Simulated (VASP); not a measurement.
**BeS in VASP: one cell, several levels of theory**

Aim: gap, levels, forces and stress of BeS (zincblende) at fixed geometry. Runs: PBE, r2SCAN, LDA, PBEsol, the dielectric response in PBE. The results are then set beside those of Ansatz 0.2.0 for the same cell.

The runs shown are made with VASP 6.6.1. PAW datasets, plane waves. No spin polarisation and no zero-point or thermal motion.

### Step 1. The structure to begin with

The cell comes from an earlier relaxation with r2SCAN in another program.

It is cubic, F-43m (No. 216); a = 4.869 Å in the conventional setting, 14.43 Å³ an atom. Be has 4 S at 2.11 Å; S has 4 Be at 2.11 Å.

Structure file:

```xyz
2
Lattice="0.0000 2.4343 2.4343 2.4343 0.0000 2.4343 2.4343 2.4343 0.0000" Properties=species:S:1:pos:R:3 pbc="T T T"
Be    0.0000    0.0000    0.0000
S     1.2172    1.2172    1.2172
```

### Step 2. Single point with PBE

The input, INCAR:

```
ENCUT = 520.000000
SIGMA = 0.020000
EDIFF = 1.00e-07
GGA = PE
PREC = Accurate
IBRION = -1
ISIF = 2
ISMEAR = -1
NBANDS = 11
NELM = 120
NSW = 0
LASPH = .TRUE.
LCHARG = .FALSE.
LWAVE = .FALSE.
LREAL = .FALSE.
```

The input, KPOINTS:

```
KPOINTS created by Atomic Simulation Environment
0
Gamma
10 10 10
0 0 0
```

The input, KPOINTS_OPT:

```
special points
7
Reciprocal
0.0000000000 0.0000000000 0.0000000000 1
0.5000000000 0.0000000000 0.5000000000 1
0.5000000000 0.2500000000 0.7500000000 1
0.3750000000 0.3750000000 0.7500000000 1
0.5000000000 0.5000000000 0.5000000000 1
0.6250000000 0.2500000000 0.6250000000 1
0.0375000000 0.0375000000 0.0750000000 1
```

The input, POSCAR:

```
Be S
 1.0000000000000000
     0.0000000000000000    2.4343062285926913    2.4343062285926913
     2.4343062285926913    0.0000000000000000    2.4343062285926913
     2.4343062285926913    2.4343062285926913    0.0000000000000000
 Be  S
   1   1
Cartesian
  0.0000000000000000  0.0000000000000000 -0.0000000000000000
  1.2171531142963457  1.2171531142963457  1.2171531142963457
```

The run uses the recommended PBE PAW datasets (8 valence electrons a neutral cell).

Run with:

```sh
> mpirun -np 1 vasp_std
```

Printed to the terminal (iteration lines stand in OSZICAR):

```text
POSCAR found type information on POSCAR BeS
 POSCAR found :  2 types and       2 ions
 LDA part: xc-table for (Slater+PW92), standard interpolation
 POSCAR, INCAR and KPOINTS ok, starting setup
 FFT: planning ... GRIDC
 FFT: planning ... GRID_SOFT
 FFT: planning ... GRID
 WAVECAR not read
 entering main loop
 Start KPOINTS_OPT (optional k-point list driver)
k-point batch [1-7\7]
```

OSZICAR:

```text
N       E                     dE             d eps       ncg     rms          rms(c)
DAV:   1     0.202881905057E+02    0.20288E+02   -0.38386E+03  1034   0.622E+02
DAV:   2    -0.898390871471E+01   -0.29272E+02   -0.27770E+02  1404   0.115E+02
DAV:   3    -0.101746975742E+02   -0.11908E+01   -0.11877E+01  1398   0.228E+01
DAV:   4    -0.101821670256E+02   -0.74695E-02   -0.74684E-02  1237   0.202E+00
DAV:   5    -0.101822320136E+02   -0.64988E-04   -0.64987E-04  1355   0.197E-01    0.558E+00
DAV:   6    -0.100507810627E+02    0.13145E+00   -0.11826E-01  1181   0.163E+00    0.380E+00
DAV:   7    -0.100119055871E+02    0.38875E-01   -0.11406E-01  1293   0.177E+00    0.101E+00
DAV:   8    -0.100131419871E+02   -0.12364E-02   -0.65335E-03  1340   0.412E-01    0.141E-01
DAV:   9    -0.100132330238E+02   -0.91037E-04   -0.49840E-04  1293   0.140E-01    0.275E-02
DAV:  10    -0.100132777653E+02   -0.44742E-04   -0.74970E-05  1240   0.491E-02    0.106E-02
DAV:  11    -0.100132829150E+02   -0.51497E-05   -0.16336E-05  1291   0.211E-02    0.856E-03
DAV:  12    -0.100132831847E+02   -0.26966E-06   -0.41020E-07  1276   0.449E-03    0.250E-03
DAV:  13    -0.100132833335E+02   -0.14882E-06   -0.11606E-07  1193   0.183E-03    0.311E-03
DAV:  14    -0.100132832778E+02    0.55690E-07   -0.10651E-08   580   0.512E-04
   1 F= -.10013283E+02 E0= -.10013283E+02  d E =-.897407E-12
       N       E                     dE             ncg
DAV:   1     0.579760362992E+03   -0.13944E+04      154
DAV:   2     0.387451435556E+03   -0.19231E+03      188
DAV:   3     0.380465132586E+03   -0.69863E+01      203
DAV:   4     0.380433834643E+03   -0.31298E-01      183
DAV:   5     0.380433589070E+03   -0.24557E-03      222
DAV:   6     0.380433587693E+03   -0.13772E-05      183
DAV:   7     0.380433587672E+03   -0.20976E-07      219
```

The lines after F= are the extra pass for the points of KPOINTS_OPT, at fixed density; their E is not a total energy.

Parts of OUTCAR:

```text
k-points           NKPTS =     47   k-points in BZ     NKDIM =     47   number of bands    NBANDS=     11

   NELECT =       8.0000    total number of electrons

   dimension x,y,z NGX =    28 NGY =   28 NGZ =   28
   dimension x,y,z NGXF=    56 NGYF=   56 NGZF=   56

  energy-cutoff  :      520.00
  volume of cell :       28.85
      direct lattice vectors                 reciprocal lattice vectors
     0.000000000  2.434306229  2.434306229    -0.205397330  0.205397330  0.205397330
     2.434306229  0.000000000  2.434306229     0.205397330 -0.205397330  0.205397330
     2.434306229  2.434306229  0.000000000     0.205397330  0.205397330 -0.205397330

 k-points in reciprocal lattice and weights: KPOINTS created by Atomic Simulation Env
   0.00000000  0.00000000  0.00000000       0.001
   0.10000000  0.00000000  0.00000000       0.008
   0.20000000  0.00000000  0.00000000       0.008
   0.30000000  0.00000000  0.00000000       0.008
   0.40000000  0.00000000  0.00000000       0.008
   0.50000000  0.00000000  0.00000000       0.004
   0.10000000  0.10000000  0.00000000       0.006
   0.20000000  0.10000000  0.00000000       0.024
[... 39 more k-points ...]

 E-fermi :   4.4937

 k-point     1 :       0.0000    0.0000    0.0000
  band No.  band energies     occupation
      1      -9.5594      2.00000
      2       4.0566      2.00000
      3       4.0566      2.00000
      4       4.0566      2.00000
      5       9.7309      0.00000
      6       9.7309      0.00000
      7       9.7309      0.00000
      8       9.8455      0.00000
      9      16.8478      0.00000
     10      16.8478      0.00000
     11      18.8398      0.00000

 k-point     2 :       0.1000    0.0000    0.0000
  band No.  band energies     occupation
      1      -9.4469      2.00000
      2       3.2423      2.00000
      3       3.9262      2.00000
      4       3.9262      2.00000
      5       9.6476      0.00000
      6       9.9672      0.00000
      7       9.9672      0.00000
      8      10.7540      0.00000
      9      16.3415      0.00000
     10      16.3415      0.00000
     11      18.7719      0.00000

 k-point     3 :       0.2000    0.0000    0.0000
  band No.  band energies     occupation
      1      -9.1262      2.00000
      2       1.6236      2.00000
      3       3.6292      2.00000
      4       3.6292      2.00000
      5       9.6032      0.00000
      6      10.4448      0.00000
      7      10.4448      0.00000
      8      12.4153      0.00000
      9      15.8487      0.00000
     10      15.8487      0.00000
     11      18.4322      0.00000

 k-point     4 :       0.3000    0.0000    0.0000
  band No.  band energies     occupation
      1      -8.6591      2.00000
      2       0.0144      2.00000
      3       3.3243      2.00000
      4       3.3243      2.00000
      5       9.5533      0.00000
      6      10.7053      0.00000
      7      10.7053      0.00000
      8      13.9747      0.00000
      9      16.2822      0.00000
     10      16.2822      0.00000
     11      18.1957      0.00000

 k-point     5 :       0.4000    0.0000    0.0000
  band No.  band energies     occupation
      1      -8.1919      2.00000
      2      -1.1920      2.00000
      3       3.1125      2.00000
      4       3.1125      2.00000
      5       9.5108      0.00000
      6      10.6735      0.00000
      7      10.6735      0.00000
      8      14.9406      0.00000
      9      17.6704      0.00000
     10      17.6704      0.00000
     11      18.5580      0.00000

 k-point     6 :       0.5000    0.0000    0.0000
  band No.  band energies     occupation
      1      -7.9803      2.00000
      2      -1.6571      2.00000
      3       3.0381      2.00000
      4       3.0381      2.00000
      5       9.4939      0.00000
      6      10.6215      0.00000
      7      10.6215      0.00000
      8      15.2103      0.00000
      9      18.9434      0.00000
     10      18.9434      0.00000
     11      19.1450      0.00000

 k-point     7 :       0.1000    0.1000    0.0000
  band No.  band energies     occupation
      1      -9.4095      2.00000
      2       3.4015      2.00000
      3       3.6640      2.00000
      4       3.6640      2.00000
      5       9.3940      0.00000
      6      10.3551      0.00000
      7      10.3551      0.00000
      8      10.6690      0.00000
      9      15.4106      0.00000
     10      17.0617      0.00000
     11      19.1723      0.00000

[... the tables of k-points 8 to 47 left out ...]

  Total        0.0793002      0.0793002      0.0793002      0.0000000      0.0000000     -0.0000000
  in kB        4.4038189      4.4038189      4.4038189      0.0000000      0.0000000     -0.0000000
  external PRESSURE =       4.4038189 kB  Pullay stress =       0.0000000 kB

 POSITION                                       TOTAL-FORCE (eV/Angst)
 -----------------------------------------------------------------------------------
      0.00000      0.00000      0.00000        -0.000000      0.000000      0.000000
      1.21715      1.21715      1.21715         0.000000     -0.000000     -0.000000
 -----------------------------------------------------------------------------------
    total drift:                               -0.000000     -0.000000      0.000000

  FREE ENERGIE OF THE ION-ELECTRON SYSTEM (eV)
  ---------------------------------------------------
  free  energy   TOTEN  =       -10.0132832778 eV

  energy  without entropy=      -10.0132832778  energy(sigma->0) =      -10.01328328
```

Hardware: 1 MPI rank of Intel Xeon 6975P-C, shared host.

The levels at the points of KPOINTS_OPT are read from vasprun.xml.

Band energies at the special points (eV, zero at the top of v, the last band that the electrons fill by count):

```csv
point,v−1,v,c,c+1
Γ,0.00,0.00,5.67,5.67
X,-2.60,-2.60,3.14,4.93
W,-3.81,-3.29,6.46,8.11
K,-4.04,-2.16,4.38,7.50
L,-1.02,-1.02,5.44,6.56
U,-4.04,-2.16,4.38,7.50
```

Gap with PBE: 3.14 eV, valence top at Γ, conduction bottom at X. Least direct gap: 5.63 eV. Pressure: 0.44 GPa; the forces vanish within 0.01 eV/Å.

### Step 3. r2SCAN

The input, INCAR:

```
ENCUT = 520.000000
SIGMA = 0.010000
EDIFF = 1.00e-07
ALGO = Normal
METAGGA = R2SCAN
PREC = Accurate
IBRION = -1
ISIF = 2
ISMEAR = 0
NBANDS = 11
NELM = 120
NSW = 0
LASPH = .TRUE.
LCHARG = .FALSE.
LWAVE = .FALSE.
LREAL = .FALSE.
```

KPOINTS is that of step 2.

KPOINTS_OPT is that of step 2.

POSCAR is that of step 2.

Run with:

```sh
> mpirun -np 1 vasp_std
```

Printed to the terminal (iteration lines stand in OSZICAR):

```text
POSCAR found type information on POSCAR BeS
 POSCAR found :  2 types and       2 ions
 -----------------------------------------------------------------------------
|                                                                             |
|                                                                             |
|     You enforced a specific xc type in the INCAR file but a different       |
|     I HOPE YOU KNOW WHAT YOU ARE DOING!                                     |
|                                                                             |
 -----------------------------------------------------------------------------

 LDA part: xc-table for (None), standard interpolation
 POSCAR, INCAR and KPOINTS ok, starting setup
 FFT: planning ... GRIDC
 FFT: planning ... GRID_SOFT
 FFT: planning ... GRID
 WAVECAR not read
 entering main loop
 Start KPOINTS_OPT (optional k-point list driver)
k-point batch [1-7\7]
```

OSZICAR:

```text
N       E                     dE             d eps       ncg     rms          rms(c)
DAV:   1     0.150783585798E+02    0.15078E+02   -0.39596E+03  1034   0.639E+02
DAV:   2    -0.151061730035E+02   -0.30185E+02   -0.28636E+02  1392   0.118E+02
DAV:   3    -0.163226682268E+02   -0.12165E+01   -0.12134E+01  1392   0.236E+01
DAV:   4    -0.163300412187E+02   -0.73730E-02   -0.73720E-02  1237   0.206E+00
DAV:   5    -0.163301038545E+02   -0.62636E-04   -0.62635E-04  1349   0.198E-01    0.581E+00
DAV:   6    -0.147771442465E+02    0.15530E+01   -0.31657E-01  1104   0.388E+00    0.499E+00
DAV:   7    -0.147850786389E+02   -0.79344E-02   -0.13385E-01  1254   0.237E+00    0.105E+00
DAV:   8    -0.147861235149E+02   -0.10449E-02   -0.45150E-03  1398   0.422E-01    0.335E-01
DAV:   9    -0.147866090857E+02   -0.48557E-03   -0.54181E-04  1284   0.175E-01    0.714E-02
DAV:  10    -0.147866618980E+02   -0.52812E-04   -0.74594E-05  1204   0.809E-02    0.488E-02
DAV:  11    -0.147866630235E+02   -0.11255E-05   -0.21704E-06  1372   0.875E-03    0.226E-02
DAV:  12    -0.147866642567E+02   -0.12333E-05   -0.23526E-07  1196   0.374E-03    0.770E-04
DAV:  13    -0.147866642570E+02   -0.28547E-09   -0.53476E-09   700   0.573E-04
   1 F= -.14786664E+02 E0= -.14786664E+02  d E =-.403772E-30
       N       E                     dE             ncg
DAV:   1     0.568007937924E+03   -0.14061E+04      154
DAV:   2     0.365403885064E+03   -0.20260E+03      188
DAV:   3     0.358385648923E+03   -0.70182E+01      203
DAV:   4     0.358354743262E+03   -0.30906E-01      180
DAV:   5     0.358354505873E+03   -0.23739E-03      225
DAV:   6     0.358354504566E+03   -0.13067E-05      177
DAV:   7     0.358354504547E+03   -0.19513E-07      225
```

From OUTCAR:

```text
k-points           NKPTS =     47   k-points in BZ     NKDIM =     47   number of bands    NBANDS=     11

   NELECT =       8.0000    total number of electrons

   dimension x,y,z NGX =    28 NGY =   28 NGZ =   28
   dimension x,y,z NGXF=    56 NGYF=   56 NGZF=   56

  energy-cutoff  :      520.00
  volume of cell :       28.85
      direct lattice vectors                 reciprocal lattice vectors
     0.000000000  2.434306229  2.434306229    -0.205397330  0.205397330  0.205397330
     2.434306229  0.000000000  2.434306229     0.205397330 -0.205397330  0.205397330
     2.434306229  2.434306229  0.000000000     0.205397330  0.205397330 -0.205397330

 k-points in reciprocal lattice and weights: KPOINTS created by Atomic Simulation Env
   0.00000000  0.00000000  0.00000000       0.001
   0.10000000  0.00000000  0.00000000       0.008
   0.20000000  0.00000000  0.00000000       0.008
   0.30000000  0.00000000  0.00000000       0.008
   0.40000000  0.00000000  0.00000000       0.008
   0.50000000  0.00000000  0.00000000       0.004
   0.10000000  0.10000000  0.00000000       0.006
   0.20000000  0.10000000  0.00000000       0.024
[... 39 more k-points ...]

 E-fermi :   3.9253

 k-point     1 :       0.0000    0.0000    0.0000
  band No.  band energies     occupation
      1     -10.3686      2.00000
      2       3.8485      2.00000
      3       3.8485      2.00000
      4       3.8485      2.00000
      5      10.1124      0.00000
      6      10.1124      0.00000
      7      10.1124      0.00000
      8      10.4331      0.00000
      9      17.2503      0.00000
     10      17.2503      0.00000
     11      19.6603      0.00000

 k-point     2 :       0.1000    0.0000    0.0000
  band No.  band energies     occupation
      1     -10.2511      2.00000
      2       3.0303      2.00000
      3       3.7170      2.00000
      4       3.7170      2.00000
      5      10.0900      0.00000
      6      10.3587      0.00000
      7      10.3587      0.00000
      8      11.2861      0.00000
      9      16.7527      0.00000
     10      16.7527      0.00000
     11      19.5996      0.00000

 k-point     3 :       0.2000    0.0000    0.0000
  band No.  band energies     occupation
      1      -9.9161      2.00000
      2       1.3705      2.00000
      3       3.4150      2.00000
      4       3.4150      2.00000
      5      10.0410      0.00000
      6      10.8541      0.00000
      7      10.8541      0.00000
      8      12.9955      0.00000
      9      16.2646      0.00000
     10      16.2646      0.00000
     11      19.2268      0.00000

 k-point     4 :       0.3000    0.0000    0.0000
  band No.  band energies     occupation
      1      -9.4289      2.00000
      2      -0.2973      2.00000
      3       3.1023      2.00000
      4       3.1023      2.00000
      5       9.9792      0.00000
      6      11.1087      0.00000
      7      11.1087      0.00000
      8      14.6148      0.00000
      9      16.7471      0.00000
     10      16.7471      0.00000
     11      18.9715      0.00000

 k-point     5 :       0.4000    0.0000    0.0000
  band No.  band energies     occupation
      1      -8.9429      2.00000
      2      -1.5515      2.00000
      3       2.8838      2.00000
      4       2.8838      2.00000
      5       9.9275      0.00000
      6      11.0545      0.00000
      7      11.0545      0.00000
      8      15.5926      0.00000
      9      18.2204      0.00000
     10      18.2204      0.00000
     11      19.3884      0.00000

 k-point     6 :       0.5000    0.0000    0.0000
  band No.  band energies     occupation
      1      -8.7233      2.00000
      2      -2.0350      2.00000
      3       2.8067      2.00000
      4       2.8067      2.00000
      5       9.9074      0.00000
      6      10.9927      0.00000
      7      10.9927      0.00000
      8      15.8528      0.00000
      9      19.5251      0.00000
     10      19.5251      0.00000
     11      20.0393      0.00000

 k-point     7 :       0.1000    0.1000    0.0000
  band No.  band energies     occupation
      1     -10.2119      2.00000
      2       3.1939      2.00000
      3       3.4520      2.00000
      4       3.4520      2.00000
      5       9.7851      0.00000
      6      10.7597      0.00000
      7      10.7597      0.00000
      8      11.2302      0.00000
      9      15.8252      0.00000
     10      17.4748      0.00000
     11      20.0078      0.00000

[... the tables of k-points 8 to 47 left out ...]

  Total        0.0483970      0.0483970      0.0483970      0.0000000      0.0000000     -0.0000000
  in kB        2.6876529      2.6876529      2.6876529      0.0000000      0.0000000     -0.0000000
  external PRESSURE =       2.6876529 kB  Pullay stress =       0.0000000 kB

 POSITION                                       TOTAL-FORCE (eV/Angst)
 -----------------------------------------------------------------------------------
      0.00000      0.00000      0.00000         0.000000      0.000000      0.000000
      1.21715      1.21715      1.21715        -0.000000     -0.000000     -0.000000
 -----------------------------------------------------------------------------------
    total drift:                                0.000000      0.000000      0.000000

  FREE ENERGIE OF THE ION-ELECTRON SYSTEM (eV)
  ---------------------------------------------------
  free  energy   TOTEN  =       -14.7866642570 eV

  energy  without entropy=      -14.7866642570  energy(sigma->0) =      -14.78666426
```

Hardware: 1 MPI rank of Intel Xeon 6975P-C, shared host.

The levels at the points of KPOINTS_OPT are read from vasprun.xml.

Levels at the named points, in eV from the top of band v (v: the last filled band by count, c: the next):

```csv
point,v−1,v,c,c+1
Γ,0.00,0.00,6.26,6.26
X,-2.67,-2.67,3.60,5.39
W,-3.92,-3.35,6.96,8.73
K,-4.13,-2.21,4.87,8.08
L,-1.04,-1.04,6.06,7.14
U,-4.13,-2.21,4.87,8.08
```

r2SCAN gives an indirect gap of 3.60 eV, from Γ to X; the least direct gap is 6.26 eV. The pressure is 0.27 GPa; the forces vanish within 0.01 eV/Å.

(Part 1 of 3 ends here.)
